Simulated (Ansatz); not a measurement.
The system is PtSe2 (Sudovikovite).

```
CELL_PARAMETERS angstrom
3.72400 0.00000 0.00000
-1.86200 3.22508 0.00000
0.00000 0.00000 5.06200
ATOMIC_POSITIONS crystal
Pt 0.00000 0.00000 0.00000
Se 0.66667 0.33333 0.75000
Se 0.33333 0.66667 0.25000
```

Base run:

```yaml
Program: Ansatz 0.2.0
Functional: PBE
Potentials_or_basis: Ansatz PAW
Cutoff: "420 eV (not typed: the program's choice for these potentials)"
k_mesh: 8 × 8 × 5
Occupations: fermi-dirac, width 0.05 eV
Spin: no spin polarisation
Hubbard_terms: Pt d U = 6 eV
```

Its results: band gap on the k mesh none (metal or under the smearing width); pressure 7.8 GPa; largest force 0.762 eV/Å.

**Question.** The run is repeated on the same cell with these changes: potentials or basis from Ansatz PAW to PseudoDojo standard (PBE files); cutoff from 420 eV (not typed: the program's choice for these potentials) to 1170 eV; hubbard terms from Pt d U = 6 eV to none; hubbard projectors from ortho-atomic (the default) to none. What comes out?

**Answer.** Band gap on the k mesh none (metal or under the smearing width); pressure 7.2 GPa; largest force 0.588 eV/Å.

Caveats: spin-orbit coupling is left out, which moves the levels of the heavy elements; U without spin polarisation on a metal has little footing (some runs).
